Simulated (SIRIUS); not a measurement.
Fitting the LDA energy curve of Mg

The structure is cubic, space group Im-3m (No. 229). Conventional cell: a = 3.546 Å, b = 3.546 Å, c = 3.546 Å, α = 90.00°, β = 90.00°, γ = 90.00°. Mg (site symmetry m-3m) is surrounded by 8 Mg at 3.07 Å.

This isn't the form of Mg at room conditions, which is hcp.

The cell was scaled at fixed shape and fractions and run with SIRIUS, all-electron FP-LAPW (ZORA valence), apw+lo standard; LDA, k mesh 11 × 11 × 11 on the cell of 1 atom, cold occupations of 0.1 eV, collinear spin, ferromagnetic start, no spin-orbit coupling. Energies are those that the program minimises, any entropy of the smearing included. For a metal such a mesh isn't converged to the digits shown. The magnetic state is the one that the start led to, which needn't be the lowest.

```csv
V (Å³/atom),energy over the lowest row (meV/atom)
20.9479,2.175
21.3936,0.000
21.8393,0.202
22.2850,2.628
22.7307,?
23.1764,13.060
23.6221,20.778
```

Fit the third-order Birch-Murnaghan form, give V0, B0 and B′, and predict the energy left open.

With y = (V0/V)^(2/3), E = E0 + (9 V0 B0/16) [(y - 1)³ B′ + (y - 1)² (6 - 4y)]. Least squares through the rows shown give V0 = 21.5710 Å³/atom, E0 = -0.190 meV, B0 = 40.10 GPa (1 eV/Å³ = 160.218 GPa) and B′ = 4.01, with a largest miss of 0.017 meV. At V = 22.7307 the form with these constants gives 6.958 meV; the run gave 6.984 meV an atom.
